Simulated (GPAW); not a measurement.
Runs of GPAW 26.7.0 on BeTe. Symmetry: F-43m, No. 216, cubic system. Conventional cell: a = 5.649 Å, b = 5.649 Å, c = 5.649 Å, α = 90.00°, β = 90.00°, γ = 90.00°. Around Te (site symmetry -43m) lie 4 Be at 2.45 Å. Be (site symmetry -43m) has 4 Te at 2.45 Å as nearest neighbours. 

```csv
task,level,cell,k mesh,cutoff (eV),smearing,response ecut,frequency,extrapolate,qp bands,integrate gamma,mesh quality,gap on the mesh (eV),pressure (GPa)
dielectric tensor,PBE,"F-43m, 22.53 Å³/atom",7 × 7 × 7,650,fermi-dirac 0.001 eV,80 eV,-,-,-,-,not flagged,(a),-
single point,PBE,"F-43m, 21.25 Å³/atom",7 × 7 × 7,650,fermi-dirac 0.05 eV,-,-,-,-,-,not flagged,1.92,4.4
single point,PBE,"F-43m, 21.25 Å³/atom",7 × 7 × 7,600,fermi-dirac 0.05 eV,-,-,-,-,-,not flagged,1.92,4.4
single point,HSE06,"F-43m, 21.25 Å³/atom",6 × 6 × 6,600,fermi-dirac 0.05 eV,-,-,-,-,-,not flagged,2.51,-
```

Alike in all rows: potentials or basis GPAW PAW data sets (gpaw-data 1.2.1), pw; no spin polarisation.

Fill in the values left out.

(a) 2.06.

Caveats: spin-orbit coupling is left out, which moves the levels of the heavy elements; an odd mesh through Γ misses points on the zone boundary, where band edges often lie (some runs); the cutoff is short for stress and forces, so pressures can be off by a GPa or more (some runs); the long-wavelength limit can be off by a per cent or two (some runs); the PAW data sets were made with another functional, which shifts forces and pressure a little (some runs).

A k mesh can miss the band edges, and the runs leave out spin-orbit coupling on Te.
